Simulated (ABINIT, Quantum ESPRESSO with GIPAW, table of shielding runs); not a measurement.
# Shieldings in NaH in space group Fm-3m from a nuclear dipole's orbital moment, part 2 of 2

Wanted: shieldings of NaH in space group Fm-3m from two unrelated programs, to see how far they agree.

ABINIT 10.8.3 and Quantum ESPRESSO with GIPAW.

So far, shielding along dipole (ppm): step 4 (converse method: dipole on Na1; PBE, zora 0, 50 Ha, 4×4×4 …) 538.

### 5. Converse method: dipole on Na1; PBE, zora 0, 50 Ha, 3×3×3 (4 shifts)

Level of this step: DFT, PBE, plane-wave PAW (JTH 2.0), scalar-relativistic datasets, non-relativistic dipole terms (zora 0), shielding from the orbital moment that a nuclear dipole induces (ABINIT).

Against the first converse run the mesh is changed, to see how fast the orbital moment converges.

The input, run.abi:

```
ndtset 2
acell 3*1.0 Angstrom
rprim
  0.00000000 2.44000000 2.44000000
  2.44000000 0.00000000 2.44000000
  2.44000000 2.44000000 0.00000000
natom 2
ntypat 2
znucl 11 1
typat 1 2
xred
  0.00000000 0.00000000 0.00000000
  0.50000000 0.50000000 0.50000000
pseudos "Na_PBE_JTH.xml, H_PBE_JTH.xml"
ecut 50
pawecutdg 100
pawovlp -1
kptopt 3
ngkpt 3 3 3
nshiftk 4
shiftk 0.5 0.5 0.5  0.5 0 0  0 0.5 0  0 0 0.5
nband 5
occopt 1
nsym 1
symmorphi 0
istwfk *1
chkprim 0
chksymbreak 0
chksymtnons 0
optforces 0
optstress 0
pawcpxocc 2
usexcnhat 0
paral_atom 0
paral_kgb 0
prtden 0
prteig 0
prtebands 0
prtgsr 0
natnd 1
iatnd 1
atndlist 1 0 0
tolvrs1 1d-11
nstep1 50
rfddk2 1
rfdir2 1 1 1
iscf2 -3
getwfk2 -1
orbmag2 2
tolwfr2 1d-18
nstep2 30
prtwf2 0
```

The run is started by

```console
abinit run.abi > log
```

Numbers of over 12 decimals in the logs are rounded to 6 here.

The program printed:

```text
[... set-up and SCF cycles left out ...]

 Orbital magnetic moment computed with DFPT derivative wavefunctions

 Orbital magnetic moment, Cartesian directions :
 -5.35074104E-04 -1.05121318E-09  1.20308404E-09

 Chern vector, Cartesian directions :
  1.98349082E-07  1.06232444E-12 -2.89424680E-15

 Orbital magnetic moment, term-by-term breakdown :
     rho(1) CC :  -3.95547574E-04 -1.64552429E-09  1.23644154E-09
    rho(1) VV1 :  -5.18504914E-04 -2.58751906E-10 -2.35499720E-10
    rho(1) VV2 :  -4.24005341E-05 -8.04426843E-11  1.38063341E-11
     rho(0) NL :   5.08518780E-04  5.37567859E-10 -4.21805262E-10
   <L_R> terms :   4.44951858E-04  3.95940434E-10  6.10189604E-10
 <A0.An> terms :  -1.54820443E-04 -2.58871670E-15 -4.84508262E-14
    Lamb terms :  -3.77271278E-04  0.00000000E+00  0.00000000E+00
 Chern vector, term-by-term breakdown :
  Ch CC :  -4.85333644E-07 -5.72026656E-13 -1.49468388E-12
 Ch vv1 :   6.83682726E-07  1.63435128E-12  1.49178966E-12
 Ch vv2 :   6.83855028E-20 -1.87950026E-19 -2.99374242E-20
[...]
---- first-order wavefunction calculations are completed ----

 respfn : d/dk was computed, but no 2DTE, so no DDB output.

== END DATASET(S) ==
```

The job ended after 20 min (1 thread of Arm Neoverse N1, shared host; peak memory 0.39 GiB).

Along the dipole the shielding is 535.1 ppm. The Chern vector, which should vanish, has length 2.0e-07.

### 6. Converse method: dipole on Na1; LDA, zora 0, 50 Ha, 3×3×3 (4 shifts)

Against the PBE run at zora 0 on the same mesh, the functional is changed.

Changes to run.abi since step 5:

```diff
@@ -13,3 +13,3 @@
   0.50000000 0.50000000 0.50000000
-pseudos "Na_PBE_JTH.xml, H_PBE_JTH.xml"
+pseudos "Na_LDA_JTH.xml, H_LDA_JTH.xml"
 ecut 50
```

The run is started by

```console
abinit run.abi > log
```

The program printed:

```text
[... set-up and SCF cycles left out ...]

 Orbital magnetic moment computed with DFPT derivative wavefunctions

 Orbital magnetic moment, Cartesian directions :
 -5.24669118E-04  3.54551127E-09  1.03424943E-09

 Chern vector, Cartesian directions :
  3.29185612E-07 -1.13885633E-12 -6.52883580E-13

 Orbital magnetic moment, term-by-term breakdown :
     rho(1) CC :  -7.75111479E-04 -1.44117719E-10  1.86234066E-10
    rho(1) VV1 :  -1.13075400E-03 -8.14965091E-11 -1.75524154E-10
    rho(1) VV2 :   2.30644198E-06 -7.19697651E-13  6.27072122E-13
     rho(0) NL :   1.45722787E-03  1.11001639E-09 -5.74092118E-10
   <L_R> terms :   4.51850217E-04  2.66183726E-09  1.59699423E-09
 <A0.An> terms :  -1.54486393E-04 -8.45826830E-15  1.03320120E-14
    Lamb terms :  -3.75701775E-04  0.00000000E+00  0.00000000E+00
 Chern vector, term-by-term breakdown :
  Ch CC :  -1.83878670E-06 -1.70280156E-12 -1.76497892E-12
 Ch vv1 :   2.16797232E-06  5.63945229E-13  1.11209534E-12
 Ch vv2 :  -2.34671140E-21  3.63087012E-22  1.39839958E-21
[...]
---- first-order wavefunction calculations are completed ----

 respfn : d/dk was computed, but no 2DTE, so no DDB output.

== END DATASET(S) ==
```

The job ended after 23 min (1 thread; peak memory 0.37 GiB).

Along the dipole the shielding is 524.7 ppm. The Chern vector, which should vanish, has length 3.3e-07. In mesh series on salts like this, lengths over 2.5e-7 went with errors from several ppm on light ions to many hundreds on heavy ones, so the run counts as not converged.

### 7. All levels side by side

The runs with the dipole on the other atom differ from those above in iatnd alone.

```
                               level  dipole on  shielding along it (ppm)  Chern vector
PBE, zora 0, 50 Ha, 4×4×4 (4 shifts)        Na1                     538.2       2.9e-08
PBE, zora 0, 50 Ha, 4×4×4 (4 shifts)         H2                      21.9       4.2e-10
PBE, zora 0, 50 Ha, 3×3×3 (4 shifts)        Na1                     535.1       2.0e-07
PBE, zora 0, 50 Ha, 3×3×3 (4 shifts)         H2                      22.0       3.0e-09
LDA, zora 0, 50 Ha, 3×3×3 (4 shifts)        Na1                     524.7       3.3e-07
LDA, zora 0, 50 Ha, 3×3×3 (4 shifts)         H2                      21.0       4.8e-09
```

Isotropic shieldings in ppm, all without the macroscopic shape term. Core time is summed over the runs of a row, on shared hosts.

```
                          method  functional  relativity  cutoff             mesh  core time  σ Na1  σ H2
                           GIPAW         PBE      scalar   75 Ry            9×9×9    6.2 min  535.6  21.7
                        converse         PBE      zora 0   50 Ha  4×4×4, 4 shifts      1.6 h  538.2  21.9
                        converse         PBE      zora 0   50 Ha  3×3×3, 4 shifts     40 min  535.1  22.0
converse (too coarse for a site)         LDA      zora 0   50 Ha  3×3×3, 4 shifts     47 min  524.7  21.0
```

### 8. Results

```yaml
sigma_iso_of_23na_na1_gipaw: 535.6 ppm
sigma_iso_of_23na_na1_converse_zora_0: 538.2 ppm
sigma_iso_of_1h_h2_gipaw: 21.7 ppm
sigma_iso_of_1h_h2_converse_zora_0: 21.9 ppm
```

Without spin-orbit coupling the converse values lie +2.6 ppm (Na1) and +0.2 ppm (H2) from GIPAW's, at 15 times the core time. From mesh 3×3×3, 4 shifts to 4×4×4, 4 shifts the converse values move by +3.1 ppm (Na1) and -0.0 ppm (H2). LDA in place of PBE moves Na1 by -10.4 ppm and H2 by -1.0 ppm. The mesh is too coarse for a site at least, so part of that may be mesh error. This build of gipaw.x prints that it isn't audited and that its numbers are no references by themselves. GIPAW's mesh and the cutoffs were not varied. Atoms are fixed at the given structure, with no thermal motion. The shape term of a sphere, left out, would add about 4 ppm to every shielding, by GIPAW's valence susceptibility.

[Banner, clock, file and dataset-listing lines were taken out of the logs.]

[Logs are printed without paths, hosts, clocks, repeated set-up lines and the standing remarks that a program may print on its own settings, such as how far it seeks lower states.]

[Hosts, paths, dates, database ids (printed as entryN), source tags and the programs' standing remarks are cut or masked in the printed files.]
